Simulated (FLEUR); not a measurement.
# P under changes of volume

One of the cells (20.458 Å³/atom); the others are scaled copies at fixed shape and fractional positions:

```
CELL_PARAMETERS angstrom
1.64774 -5.46504 0.00000
1.64774 5.46504 0.00000
0.00000 0.00000 4.54364
ATOMIC_POSITIONS crystal
P 0.90414 0.09586 0.58882
P 0.09586 0.90414 0.41118
P 0.59586 0.40414 0.08882
P 0.40414 0.59586 0.91118
```

| Item | Value |
| --- | --- |
| Program | FLEUR MaX-R8.1 (later development tree) |
| Functional | PBE |
| Potentials or basis | all-electron |
| Basis | FLAPW |
| Kmax | 4.5 1/bohr |
| k mesh | 8 × 8 × 6 |
| Occupations | fermi-dirac, width 0.05 eV |
| Spin | no spin polarisation |

| volume (Å³/atom) | energy over the lowest point (meV/atom) | gap on the mesh (eV) |
| --- | --- | --- |
| 19.230 | ? | ? |
| 19.639 | 22.23 | 0.04 |
| 20.458 | 3.11 | 0.10 |
| 21.276 | 0.00 | 0.17 |
| 21.685 | 3.49 | 0.21 |

What does the run at 19.230 Å³/atom give?

Energy over the lowest point 38.95 meV/atom; gap on the mesh 0.02 eV.

Worked out: A Birch-Murnaghan fit of order 2 (a polynomial in V^(-2/3)) to the other rows has its minimum at 21.04 Å³/atom with B0 = V·E''(V) = 70 GPa at fixed shape and positions, which overstates the stiffness. It gives 38.81 meV/atom at 19.230 Å³/atom, against the run's 38.95.

Energies are extrapolated to zero smearing.

Caveats: the plane-wave cutoff is short for the semicore states, which can make moduli rough.

A mesh can miss the band edges.
